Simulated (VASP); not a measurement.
Here is a VASP 6.6.1 calculation.

INCAR

```
SYSTEM = FeO
PREC = Accurate
ENCUT = 520
EDIFF = 1E-6
ISMEAR = 0
SIGMA = 0.05
LREAL = .FALSE.
LASPH = .TRUE.
NELM = 120
ALGO = Fast
ISIF = 2
LWAVE = .FALSE.
LCHARG = .FALSE.
ISPIN = 2
MAGMOM = 0 0
LORBIT = 11
LMAXMIX = 4
LDAU = .TRUE.
LDAUTYPE = 2
LDAUL = 2 -1
LDAUU = 5 0
LDAUJ = 0 0
LDAUPRINT = 1
GGA = PE
NBANDS = 18
```

Contents of KPOINTS:

```
regular mesh
0
G
  8 8 8
  0 0 0
```

The input POSCAR:

```
FeO
1.0
    0.0000000000      2.1554001600      2.1554001600
    2.1554001600      0.0000000000      2.1554001600
    2.1554001600      2.1554001600      0.0000000000
Fe O
1 1
Direct
    0.0000000000      0.0000000000      0.0000000000
    0.5000000000      0.5000000000      0.5000000000
```

Potentials or basis: VASP PAW PBE potentials, release 64 (Fe, O).

Launch:

```console
$ cat potpaw_PBE.64/Fe/POTCAR potpaw_PBE.64/O/POTCAR > POTCAR
$ mpirun -np 1 vasp_std > vasp.out
```

(1) Predict the pressure.

(2) Estimate the band gap on the k mesh.

(3) What does it give for the net moment?

Results:

(1) -16.8 GPa.

(2) 2.90 eV, indirect (least direct gap 3.28 eV).

(3) 0.00 μB per cell.
